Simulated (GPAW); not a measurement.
**GPAW run on AlSb (F-43m, 2 atoms in the cell): self-consistent single point**

Level of theory: PBEsol, GPAW PAW datasets PBEsol (made by gpaw-setup) (plane waves; GPAW 25.7.0).

Input:

```python
from ase import Atoms
from ase.units import GPa
from gpaw import GPAW

atoms = Atoms(['Al', 'Sb'],
              cell=[[0.000000, 3.099942, 3.099942],
                    [3.099942, 0.000000, 3.099942],
                    [3.099942, 3.099942, 0.000000]],
              positions=[[0.000000, 0.000000, 0.000000],
                         [4.649913, 4.649913, 4.649913]],
              pbc=True)

calc = GPAW(mode={'name': 'pw', 'ecut': 550},
            xc='PBEsol',
            kpts=(5, 5, 5),
            occupations={'name': 'fermi-dirac', 'width': 0.0},
            nbands=-6,
            convergence={'density': 1e-05, 'energy': 1e-05, 'bands': -4},
            symmetry={'symmorphic': False, 'tolerance': 0.0005},
            maxiter=120,
            txt='-')

atoms.calc = calc

energy = atoms.get_potential_energy()
print('Energy (eV):', round(energy, 6))
forces = atoms.get_forces()
print('Forces (eV/Ang):')
print(forces.round(5))
stress = atoms.get_stress()
print('Stress (GPa, Voigt):', (stress / GPa).round(4))
```

Output, abridged:

```
Input parameters:
  convergence: {bands: -4,
                density: 1e-05,
                energy: 1e-05}
  kpts: [5 5 5]
  maxiter: 120
  mode: {ecut: 550,
         name: pw}
  nbands: -6
  occupations: {name: fermi-dirac,
                width: 0.0}
  symmetry: {symmorphic: False,
             tolerance: 0.0005}
  xc: PBEsol

species:
  Al:
    name: Aluminium
    Z: 13.0
    valence: 3
    core: 10
    charge: 0.0
    file: Al.PBEsol.gz

    # Using partial waves for Al as LCAO basis

  Sb:
    name: Antimony
    Z: 51.0
    valence: 15
    core: 36
    charge: 0.0
    file: Sb.PBEsol.gz

    # Using partial waves for Sb as LCAO basis

Reference energy: -182794.911189  # eV

Spin-paired calculation

Convergence criteria:
 Maximum [total energy] change in last 3 cyles: 1e-05 eV / valence electron
 Maximum integral of absolute [dens]ity change: 1e-05 electrons / valence electron
 Maximum integral of absolute [eigenst]ate change: 4e-08 eV^2 / valence electron
 Maximum number of scf [iter]ations: 120

Symmetries present (total): 24
Symmetries with fractional translations: 0
125 k-points: 5 x 5 x 5 Monkhorst-Pack grid
10 k-points in the irreducible part of the Brillouin zone
       k-points in crystal coordinates                weights
   0:     0.00000000    0.00000000    0.00000000          1/125
   1:     0.20000000    0.20000000    0.00000000          6/125
   2:     0.20000000    0.20000000    0.20000000          8/125
   [... 7 lines left out ...]

Wave functions: Plane wave expansion
  Cutoff energy: 550.000 eV
  Number of coefficients (min, max): 1731, 1807
  Pulay-stress correction: 0.000000 eV/Ang^3 (de/decut=0.000000)

Occupation numbers: # Zero width

Eigensolver

Densities:
  Coarse grid: 24*24*24 grid
  Fine grid: 48*48*48 grid
  Total Charge: 0.000000

Density mixing:
  Method: separate
  Backend: pulay
  Linear mixing parameter: 0.05
  old densities: 5
  Damping of long wavelength oscillations: 50

Hamiltonian:
  XC and Coulomb potentials evaluated on a 48*48*48 grid
  External potential:
    NoExternalPotential

XC parameters: PBEsol with 2 nearest neighbor stencil

Number of atoms: 2
Number of atomic orbitals: 13
Number of bands in calculation: 15
Number of valence electrons: 18
Bands to converge: 11

Density initialized from atomic densities
  13 bands from LCAO basis set
  2 bands from random numbers

Atomic positions and initial magnetic moments

Positions:
   0 Al     0.000000    0.000000    0.000000    ( 0.0000,  0.0000,  0.0000)
   1 Sb     4.649913    4.649913    4.649913    ( 0.0000,  0.0000,  0.0000)

Unit cell:
           periodic     x           y           z      points  spacing
  1. axis:    yes    0.000000    3.099942    3.099942    24     0.1491
  2. axis:    yes    3.099942    0.000000    3.099942    24     0.1491
  3. axis:    yes    3.099942    3.099942    0.000000    24     0.1491

  Lengths:   4.383980   4.383980   4.383980
  Angles:   60.000000  60.000000  60.000000

Effective grid spacing dv^(1/3) = 0.1627

     iter     time        total  log10-change:
                         energy   eigst   dens
iter:   1 --:--:--    -9.151596   +1.08
iter:   2 --:--:--    -9.178972   +0.33  -1.24
iter:   3 --:--:--    -9.123145   -0.99  -1.25
iter:   4 --:--:--    -9.128470   -1.84  -1.81
iter:   5 --:--:--    -9.123468   -2.44  -1.99
iter:   6 --:--:--    -9.121816   -4.03  -2.32
iter:   7 --:--:--    -9.121433   -4.62  -2.59
iter:   8 --:--:--    -9.121353   -5.26  -2.86
iter:   9 --:--:--    -9.121356c  -6.15  -3.62
iter:  10 --:--:--    -9.121356c  -6.13  -3.78
iter:  11 --:--:--    -9.121356c  -7.27  -4.59
iter:  12 --:--:--    -9.121356c  -8.31c -4.65
iter:  13 --:--:--    -9.121356c  -8.22c -4.58
iter:  14 --:--:--    -9.121356c  -8.45c -4.66
iter:  15 --:--:--    -9.121356c  -7.83c -4.59
iter:  16 --:--:--    -9.121356c  -8.17c -4.65
iter:  17 --:--:--    -9.121356c  -9.17c -4.67
iter:  18 --:--:--    -9.121356c  -9.95c -4.67
iter:  19 --:--:--    -9.121356c -10.22c -4.67
iter:  20 --:--:--    -9.121356c  -8.16c -4.68
iter:  21 --:--:--    -9.121356c  -9.17c -5.30c

Converged after 21 iterations.

Dipole moment: (4.347437, 4.347437, 4.347437) |e|*Ang

Energy contributions relative to reference atoms: (reference = -182794.911189)

Kinetic:         +2.370979
Potential:       -2.214592
External:        +0.000000
XC:              -9.463690
Entropy (-ST):   +0.000000
Local:           +0.185946
SIC:             +0.000000
--------------------------
Free energy:     -9.121356
Extrapolated:    -9.121356

Showing only first 2 kpts
 Kpt  Band  Eigenvalues  Occupancy
  0     7      3.99990    2.00000
  0     8      3.99990    2.00000
  0     9      5.31472    0.00000
  0    10      7.08787    0.00000

  1     7      2.96458    2.00000
  1     8      2.96458    2.00000
  1     9      5.97892    0.00000
  1    10      7.22307    0.00000

Fermi level: 4.59593

Gap: 1.192 eV
Transition (v -> c):
  (s=0, k=0, n=8, [0.00, 0.00, 0.00]) -> (s=0, k=7, n=9, [0.40, 0.40, 0.00])
Direct/indirect transitions are different
Direct gap: 1.315 eV
Transition at: (s=0, k=0, n=8, [0.00, 0.00, 0.00])
Energy (eV): -9.121356

Forces in eV/Ang:
  0 Al   -0.00000    0.00000   -0.00000
  1 Sb    0.00000   -0.00000    0.00000

Stress tensor:
     0.007407    -0.000000    -0.000000
    -0.000000     0.007407    -0.000000
    -0.000000    -0.000000     0.007407
Stress (GPa, Voigt): [ 1.1867  1.1867  1.1867 -0.     -0.     -0.    ]
```

The run converged in 21 iterations. GPAW prints stress with tension positive.

The starting cell comes from a database of computed structures (which also holds hypothetical and non-ambient phases and stackings), without a prior relaxation at this level. Its lattice was rescaled by a random factor within 2.5 % of one. Spin-orbit coupling is off.
